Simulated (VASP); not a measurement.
# Cu3N (Pm-3m) in VASP: a series of runs, part 2 of 2

VASP 6.6.1.

### 3 Electric field gradients, PBE

INCAR reads:

```
SYSTEM = Cu3N
  PREC = Accurate
  ENCUT = 520
  EDIFF = 1E-8
  ISMEAR = -1
  SIGMA = 0.08
  LREAL = .False.
  LASPH = .True.
  NELM = 100
  ALGO = Normal
  ISIF = 2
  LWAVE = .False.
  LCHARG = .False.
  GGA = PE
  LEFG = .True.
  NBANDS = 27
```

KPOINTS reads:

```
Automatic mesh
0
Gamma
  10 10 10
  0 0 0
```

POSCAR reads:

```
Cu3N
1.0
    3.8140000000      0.0000000000      0.0000000000
    0.0000000000      3.8140000000      0.0000000000
    0.0000000000      0.0000000000      3.8140000000
Cu N
3 1
Direct
    0.5000000000      0.0000000000      0.0000000000
    0.0000000000      0.5000000000      0.0000000000
    0.0000000000      0.0000000000      0.5000000000
    0.0000000000      0.0000000000      0.0000000000
```

Potentials or basis: VASP PAW PBE potentials, release 64 (Cu, N).

The run is started by

```
> cat potpaw_PBE.64/Cu/POTCAR potpaw_PBE.64/N/POTCAR > POTCAR
> mpirun -np 1 vasp_std > vasp.out
```

OUTCAR:

```text
SYSTEM = Cu3N
   PREC = Accurate
   ENCUT = 520
   EDIFF = 1E-8
   ISMEAR = -1
   LREAL = .False.
   LASPH = .True.
   NELM = 100
   ISIF = 2
   GGA = PE

 ion  position               nearest neighbor table
   1  0.500  0.000  0.000-   4 1.91   4 1.91   2 2.70   3 2.70   2 2.70   2 2.70   3 2.70   3 2.70
                             3 2.70   2 2.70
   2  0.000  0.500  0.000-   4 1.91   4 1.91   1 2.70   3 2.70   1 2.70   3 2.70   3 2.70   3 2.70
                             1 2.70   1 2.70
   3  0.000  0.000  0.500-   4 1.91   4 1.91   1 2.70   1 2.70   2 2.70   2 2.70   2 2.70   2 2.70
                             1 2.70   1 2.70
   4  0.000  0.000  0.000-   1 1.91   2 1.91   3 1.91   3 1.91   2 1.91   1 1.91

  LATTYP: Found a simple cubic cell.
 ALAT       =     3.8140000000

  Lattice vectors:

 A1 = (   3.8140000000,   0.0000000000,   0.0000000000)
 A2 = (   0.0000000000,   3.8140000000,   0.0000000000)
 A3 = (   0.0000000000,   0.0000000000,   3.8140000000)

Analysis of symmetry for initial positions (statically):
=====================================================================
 Subroutine PRICEL returns:
 Original cell was already a primitive cell.

 Routine SETGRP: Setting up the symmetry group for a
 simple cubic supercell.

 Subroutine GETGRP returns: Found 48 space group operations
 (whereof 48 operations were pure point group operations)
 out of a pool of 48 trial point group operations.

The static configuration has the point symmetry O_h .

Analysis of symmetry for dynamics (positions and initial velocities):
=====================================================================
 Subroutine PRICEL returns:
 Original cell was already a primitive cell.
[... 174 lines left out ...]
      6       1.0603      2.00000
[... 709 lines left out ...]
     26      14.1393      0.00000
     27      15.1939      0.00000

 [... further k-points ...]
[... 5 lines left out ...]
  --------------------------------------------------------------------------------------
  -------------------------------------------------------------------------------------
  Total        0.6112312      0.6112312      0.6112312     -0.0000000     -0.0000000      0.0000000
  in kB       17.6511918     17.6511918     17.6511918     -0.0000000     -0.0000000      0.0000000
  external PRESSURE =      17.6511918 kB  Pullay stress =       0.0000000 kB

 VOLUME and BASIS-vectors are now :
 -----------------------------------------------------------------------------
  energy-cutoff  :      520.00
  volume of cell :       55.48
      direct lattice vectors                 reciprocal lattice vectors
     3.814000000  0.000000000  0.000000000     0.262191924  0.000000000  0.000000000
     0.000000000  3.814000000  0.000000000     0.000000000  0.262191924  0.000000000
     0.000000000  0.000000000  3.814000000     0.000000000  0.000000000  0.262191924

 POSITION                                       TOTAL-FORCE (eV/Angst)
 -----------------------------------------------------------------------------------
      1.90700      0.00000      0.00000         0.000000      0.000000      0.000000
      0.00000      1.90700      0.00000         0.000000      0.000000      0.000000
      0.00000      0.00000      1.90700         0.000000      0.000000      0.000000
      0.00000      0.00000      0.00000         0.000000      0.000000      0.000000
 -----------------------------------------------------------------------------------
    total drift:                               -0.000000      0.000000     -0.000000

  FREE ENERGIE OF THE ION-ELECTRON SYSTEM (eV)
  ---------------------------------------------------
  free  energy   TOTEN  =       -18.3861074219 eV

  energy  without entropy=      -18.3833726266  energy(sigma->0) =      -18.38474002

 Electric field gradients (V/A^2)
---------------------------------------------------------------------
 ion       V_xx      V_yy      V_zz      V_xy      V_xz      V_yz
---------------------------------------------------------------------
   1     -58.474    29.237    29.237    -0.000    -0.000    -0.000
   2      29.237   -58.474    29.237    -0.000    -0.000     0.000
   3      29.237    29.237   -58.474    -0.000    -0.000    -0.000
   4       0.000     0.000    -0.000     0.000    -0.000    -0.000
---------------------------------------------------------------------

 Electric field gradients after diagonalization (V/A^2)
 (convention: |V_zz| > |V_xx| > |V_yy|)
----------------------------------------------------------------------
 ion       V_xx      V_yy      V_zz     asymmetry (V_yy - V_xx)/ V_zz
----------------------------------------------------------------------
   1      29.237    29.237   -58.474       0.000
   2      29.237    29.237   -58.474       0.000
   3      29.237    29.237   -58.474       0.000
   4      -0.000     0.000     0.000       1.196
----------------------------------------------------------------------

           NMR quadrupolar parameters

 Cq : quadrupolar parameter    Cq=e*Q*V_zz/h
 eta: asymmetry parameters     (V_yy - V_xx)/ V_zz
 Q  : nuclear electric quadrupole moment in mb (millibarn)
----------------------------------------------------------------------
 ion       Cq(MHz)       eta       Q (mb)
----------------------------------------------------------------------
   1      -0.141       0.000       1.000
   2      -0.141       0.000       1.000
   3      -0.141       0.000       1.000
   4       0.000       1.196       1.000
----------------------------------------------------------------------
```

OSZICAR:

```text
N       E                     dE             d eps       ncg     rms          rms(c)
DAV:   1     0.300627377097E+03    0.30063E+03   -0.17353E+04  3048   0.222E+03
DAV:   2     0.137712530676E+02   -0.28686E+03   -0.27344E+03  3045   0.373E+02
DAV:   3    -0.215827244064E+02   -0.35354E+02   -0.33657E+02  3991   0.159E+02
DAV:   4    -0.229973412188E+02   -0.14146E+01   -0.13999E+01  4144   0.348E+01
DAV:   5    -0.230127669219E+02   -0.15426E-01   -0.15422E-01  3996   0.358E+00    0.157E+01
DAV:   6    -0.207133552550E+02    0.22994E+01   -0.36211E+01  4091   0.132E+02    0.101E+01
DAV:   7    -0.183906669817E+02    0.23227E+01   -0.93964E+00  3676   0.745E+01    0.256E+00
DAV:   8    -0.184116896165E+02   -0.21023E-01   -0.65799E-01  3628   0.571E+00    0.146E+00
DAV:   9    -0.183871846919E+02    0.24505E-01   -0.36455E-02  4017   0.257E+00    0.293E-01
DAV:  10    -0.183863153756E+02    0.86932E-03   -0.89783E-03  4166   0.142E+00    0.128E-01
DAV:  11    -0.183861560440E+02    0.15933E-03   -0.14729E-03  4368   0.656E-01    0.579E-02
DAV:  12    -0.183861047785E+02    0.51265E-04   -0.27705E-04  4552   0.177E-01    0.943E-03
DAV:  13    -0.183861074283E+02   -0.26498E-05   -0.33845E-05  3809   0.484E-02    0.816E-03
DAV:  14    -0.183861077437E+02   -0.31538E-06   -0.56764E-06  4044   0.237E-02    0.428E-03
DAV:  15    -0.183861074086E+02    0.33502E-06   -0.17838E-06  4120   0.236E-02    0.229E-03
DAV:  16    -0.183861074397E+02   -0.31031E-07   -0.89768E-08  3972   0.469E-03    0.113E-03
DAV:  17    -0.183861074159E+02    0.23739E-07   -0.63868E-08  3801   0.186E-03    0.191E-04
DAV:  18    -0.183861074219E+02   -0.59645E-08   -0.56172E-09  1750   0.108E-03
   1 F= -.18386107E+02 E0= -.18384740E+02  d E =-.273480E-02
```

It took 61 s on 1 thread of Intel Xeon Platinum 8375C at 2.90GHz (Ice Lake), shared host; peak memory 0.2 GiB.

What came out:

```yaml
Free_energy: -18.3861 eV
Pressure: 1.8 GPa
Band_gap_on_the_k_mesh: 0.21 eV, indirect (least direct gap 0.76 eV)
```

Levels at points of the mesh, in eV from the valence-band top:
| k point | band 17 | band 18 | band 19 | band 20 | band 21 | band 22 |
| --- | --- | --- | --- | --- | --- | --- |
| (0.00, 0.00, 0.00) | -1.82 | -1.82 | -1.78 | 1.00 | 5.29 | 5.29 |
| (0.50, 0.00, 0.00) | -1.82 | -1.40 | -1.40 | 1.57 | 3.34 | 6.78 |
| (0.50, 0.50, 0.00) | -1.06 | -1.06 | -0.68 | 0.21 | 3.57 | 4.83 |
| (0.50, 0.50, 0.50) | 0.00 | 0.00 | 0.00 | 0.83 | 0.83 | 0.83 |

Electric field gradients, principal values (V/Å²):
```
atom     Vxx     Vyy      Vzz
1 Cu  29.237  29.237  -58.474
2 Cu  29.237  29.237  -58.474
3 Cu  29.237  29.237  -58.474
 4 N   0.000   0.000    0.000
```

A k mesh can miss the band edges.

### 4 Electric field gradients, PBE

INCAR: that of step 3 with these lines changed.

```diff
@@ -9,3 +9,3 @@
   NELM = 100
-  ALGO = Normal
+  ALGO = Fast
   ISIF = 2
```

KPOINTS reads:

```
regular mesh
0
Gamma
  10 10 10
  0 0 0
```

POSCAR is that of step 3.

Potentials or basis: VASP PAW PBE potentials, release 64 (Cu, N).

The run is started by

```
> cat potpaw_PBE.64/Cu/POTCAR potpaw_PBE.64/N/POTCAR > POTCAR
> mpirun -np 1 vasp_std > vasp.out
```

OUTCAR:

```text
SYSTEM = Cu3N
   PREC = Accurate
   ENCUT = 520
   EDIFF = 1E-8
   ISMEAR = -1
   LREAL = .False.
   LASPH = .True.
   NELM = 100
   ISIF = 2
   GGA = PE

 ion  position               nearest neighbor table
   1  0.500  0.000  0.000-   4 1.91   4 1.91   2 2.70   3 2.70   2 2.70   2 2.70   3 2.70   3 2.70
                             3 2.70   2 2.70
   2  0.000  0.500  0.000-   4 1.91   4 1.91   1 2.70   3 2.70   1 2.70   3 2.70   3 2.70   3 2.70
                             1 2.70   1 2.70
   3  0.000  0.000  0.500-   4 1.91   4 1.91   1 2.70   1 2.70   2 2.70   2 2.70   2 2.70   2 2.70
                             1 2.70   1 2.70
   4  0.000  0.000  0.000-   1 1.91   2 1.91   3 1.91   3 1.91   2 1.91   1 1.91

  LATTYP: Found a simple cubic cell.
 ALAT       =     3.8140000000

  Lattice vectors:

 A1 = (   3.8140000000,   0.0000000000,   0.0000000000)
 A2 = (   0.0000000000,   3.8140000000,   0.0000000000)
 A3 = (   0.0000000000,   0.0000000000,   3.8140000000)

Analysis of symmetry for initial positions (statically):
=====================================================================
 Subroutine PRICEL returns:
 Original cell was already a primitive cell.

 Routine SETGRP: Setting up the symmetry group for a
 simple cubic supercell.

 Subroutine GETGRP returns: Found 48 space group operations
 (whereof 48 operations were pure point group operations)
 out of a pool of 48 trial point group operations.

The static configuration has the point symmetry O_h .

Analysis of symmetry for dynamics (positions and initial velocities):
=====================================================================
 Subroutine PRICEL returns:
 Original cell was already a primitive cell.

 Routine SETGRP: Setting up the symmetry group for a
 simple cubic supercell.

 Subroutine GETGRP returns: Found 48 space group operations
 (whereof 48 operations were pure point group operations)
 out of a pool of 48 trial point group operations.

The dynamic configuration has the point symmetry O_h .

 Subroutine INISYM returns: Found 48 space group operations
 (whereof 48 operations are pure point group operations),
 and found     1 'primitive' translations

----------------------------------------------------------------------------------------

                                     Primitive cell

  volume of cell :      55.4807

  direct lattice vectors                    reciprocal lattice vectors
     3.814000000  0.000000000  0.000000000     0.262191924  0.000000000  0.000000000
     0.000000000  3.814000000  0.000000000     0.000000000  0.262191924  0.000000000
     0.000000000  0.000000000  3.814000000     0.000000000  0.000000000  0.262191924

  length of vectors
     3.814000000  3.814000000  3.814000000     0.262191924  0.262191924  0.262191924

  position of ions in fractional coordinates (direct lattice)
     0.500000000  0.000000000  0.000000000
     0.000000000  0.500000000  0.000000000
     0.000000000  0.000000000  0.500000000
     0.000000000  0.000000000  0.000000000

  ion indices of the primitive-cell ions
   primitive index   ion index
                 1           1
[... 85 lines left out ...]
   PSTRESS=    0.0 pullay stress
   NELECT =      38.0000    total number of electrons
   NUPDOWN=      -1.0000    fix difference up-down
   EMIN   =  10.00;   EMAX   =-10.00  energy-range for DOS
   EFERMI =   0.00;   METHOD = LEGACY
   ISMEAR =    -1;   SIGMA  =   0.08  broadening in eV -4-tet -1-fermi 0-gaus
   EFERMI_NEDOS =   21; number of points for ismear=-14 and -15
   IALGO  =     68    algorithm
   IMIX   =      4    mixing-type and parameters
     AMIX     =   0.40;   BMIX     =  1.00
     AMIX_MAG =   1.60;   BMIX_MAG =  1.00
  volume/ion in A,a.u.               =      13.87        93.60
  Fermi-wavevector in a.u.,A,eV,Ry     =   1.443074  2.727015 28.333633  2.082463
  Thomas-Fermi vector in A             =   2.561523
   LORBIT       =      0    0 simple, 1 ext, 2 COOP (PROOUT), +10 PAW based schemes
   GGA     = PE    functional components
   LHFCALC =     F    Hartree Fock is set to
   AEXX    =    0.0000 exact exchange contribution
   IVDW    =     0    specifies the selected vdW correction
   LEPSILON=     F    determine dielectric tensor
   LRPA    =     F    only Hartree local field effects (RPA)
 non-spin polarized calculation
 RMM-DIIS sequential band-by-band and
  energy-cutoff  :      520.00
  volume of cell :       55.48
 maximum number of plane-waves:      1510
   NGX = 15   NGY = 15   NGZ = 15

 number of electron      37.9999898 magnetization

 Free energy of the ion-electron system (eV)
  ---------------------------------------------------
  ext. energy  EPLUGINS =         0.00000000
  ---------------------------------------------------
  free energy    TOTEN  =       -18.38610742 eV

  energy without entropy =      -18.38337282  energy(sigma->0) =      -18.38474012

 E-fermi :   5.0620     XC(G=0): -10.7915

 val. band max:        4.9117691027   @ k =   0.5000   0.5000   0.5000
 cond. band min:       5.1265824934   @ k =   0.5000   0.5000   0.0000
 fundamental gap:      0.2148133907
 Fermi energy:         5.0619505693

 k-point     1 :       0.0000    0.0000    0.0000
  band No.  band energies     occupation
      1     -11.9066      2.00000
      2      -0.3190      2.00000
      3       0.1532      2.00000
      4       0.1532      2.00000
      5       0.1532      2.00000
      6       1.0602      2.00000
[... 709 lines left out ...]
     26      14.1393      0.00000
     27      15.1939      0.00000

 [... further k-points ...]
[... 5 lines left out ...]
  --------------------------------------------------------------------------------------
  -------------------------------------------------------------------------------------
  Total        0.6167699      0.6167699      0.6167699     -0.0000000     -0.0000000      0.0000000
  in kB       17.8111398     17.8111398     17.8111398     -0.0000000     -0.0000000      0.0000000
  external PRESSURE =      17.8111398 kB  Pullay stress =       0.0000000 kB

 VOLUME and BASIS-vectors are now :
 -----------------------------------------------------------------------------
  energy-cutoff  :      520.00
  volume of cell :       55.48
      direct lattice vectors                 reciprocal lattice vectors
     3.814000000  0.000000000  0.000000000     0.262191924  0.000000000  0.000000000
     0.000000000  3.814000000  0.000000000     0.000000000  0.262191924  0.000000000
     0.000000000  0.000000000  3.814000000     0.000000000  0.000000000  0.262191924

 POSITION                                       TOTAL-FORCE (eV/Angst)
 -----------------------------------------------------------------------------------
      1.90700      0.00000      0.00000         0.000000      0.000000      0.000000
      0.00000      1.90700      0.00000         0.000000      0.000000      0.000000
      0.00000      0.00000      1.90700         0.000000      0.000000      0.000000
      0.00000      0.00000      0.00000         0.000000      0.000000      0.000000
 -----------------------------------------------------------------------------------
    total drift:                                0.000000      0.000000     -0.000000

  FREE ENERGIE OF THE ION-ELECTRON SYSTEM (eV)
  ---------------------------------------------------
  free  energy   TOTEN  =       -18.3861074159 eV

  energy  without entropy=      -18.3833728181  energy(sigma->0) =      -18.38474012

 Electric field gradients (V/A^2)
---------------------------------------------------------------------
 ion       V_xx      V_yy      V_zz      V_xy      V_xz      V_yz
---------------------------------------------------------------------
   1     -58.475    29.238    29.238    -0.000    -0.000    -0.000
   2      29.238   -58.475    29.238     0.000    -0.000    -0.000
   3      29.238    29.238   -58.475     0.000    -0.000     0.000
   4       0.000     0.000    -0.000     0.000     0.000     0.000
---------------------------------------------------------------------

 Electric field gradients after diagonalization (V/A^2)
 (convention: |V_zz| > |V_xx| > |V_yy|)
----------------------------------------------------------------------
 ion       V_xx      V_yy      V_zz     asymmetry (V_yy - V_xx)/ V_zz
----------------------------------------------------------------------
   1      29.238    29.238   -58.475       0.000
   2      29.238    29.238   -58.475       0.000
   3      29.238    29.238   -58.475       0.000
   4       0.000     0.000    -0.000       0.066
----------------------------------------------------------------------

           NMR quadrupolar parameters

 Cq : quadrupolar parameter    Cq=e*Q*V_zz/h
 eta: asymmetry parameters     (V_yy - V_xx)/ V_zz
 Q  : nuclear electric quadrupole moment in mb (millibarn)
----------------------------------------------------------------------
 ion       Cq(MHz)       eta       Q (mb)
----------------------------------------------------------------------
   1      -0.141       0.000       1.000
   2      -0.141       0.000       1.000
   3      -0.141       0.000       1.000
   4      -0.000       0.066       1.000
----------------------------------------------------------------------
```

It took 72 s on 1 thread of Intel Xeon Platinum 8375C at 2.90GHz (Ice Lake), shared host; peak memory 0.19 GiB.

Results:

| Property | Result |
| --- | --- |
| Free energy | -18.3861 eV |
| Pressure | 1.8 GPa |
| Band gap on the k mesh | 0.21 eV, indirect (least direct gap 0.76 eV) |

Electric field gradients, principal values (V/Å²):
```
atom     Vxx     Vyy      Vzz
1 Cu  29.238  29.238  -58.475
2 Cu  29.238  29.238  -58.475
3 Cu  29.238  29.238  -58.475
 4 N   0.000   0.000    0.000
```
